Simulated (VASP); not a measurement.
NbC:

```
CELL_PARAMETERS angstrom
0.00000 2.23455 2.23455
2.23455 0.00000 2.23455
2.23455 2.23455 0.00000
ATOMIC_POSITIONS crystal
Nb 0.00000 0.00000 0.00000
C 0.50000 0.50000 0.50000
```

* Program: VASP 6.6.1
* Task: relaxation of cell and atoms
* Functional: PBE
* Potentials or basis: VASP PAW PBE potentials, release 64 (Nb_sv, C)
* Cutoff: 520 eV
* k mesh: 4 × 4 × 4
* Occupations: gaussian, width 0.1 eV
* Spin: no spin polarisation

At the start: pressure 4.4 GPa; volume 11.16 Å³/atom.

Question: Where does the relaxation end?

Answer: Over 16 steps the energy falls by 2.2 meV/atom and the volume is 11.32 Å³/atom (+1.4 %); space group Fm-3m (No. 225, to 0.05 Å).

Step by step:
```tsv
step	energy change (eV)	largest force (eV/Å)	pressure (GPa)	volume (Å³)
1	0.0000	0.0000	4.38	22.32
2	0.0137	0.0000	-8.24	23.32
3	-0.0043	0.0000	-0.03	22.64
4	-0.0043	0.0000	0.06	22.63
5	-0.0043	0.0000	0.06	22.63
6	-0.0043	0.0000	0.06	22.63
7	-0.0043	0.0000	0.05	22.63
8	-0.0043	0.0000	0.05	22.63
9	-0.0043	0.0000	0.05	22.63
10	-0.0043	0.0000	0.05	22.63
11	-0.0043	0.0000	0.05	22.63
12	-0.0043	0.0000	0.05	22.63
13	-0.0043	0.0000	0.05	22.63
14	-0.0043	0.0000	0.05	22.63
15	-0.0043	0.0000	0.04	22.63
16	-0.0043	0.0000	0.00	22.64
```

Final structure:
```cif
data_structure
_symmetry_space_group_name_H-M 'P 1'
_symmetry_Int_Tables_number 1
_cell_length_a 3.1753
_cell_length_b 3.1753
_cell_length_c 3.1753
_cell_angle_alpha 60.000
_cell_angle_beta 60.000
_cell_angle_gamma 60.000
_cell_volume 22.64
loop_
_atom_site_label
_atom_site_type_symbol
_atom_site_fract_x
_atom_site_fract_y
_atom_site_fract_z
_atom_site_occupancy
Nb1 Nb 0.00000 0.00000 0.00000 1
C1 C 0.50000 0.50000 0.50000 1
```

Caveat: the k mesh is coarse (spacing up to 0.61 Å⁻¹), so the values aren't converged.
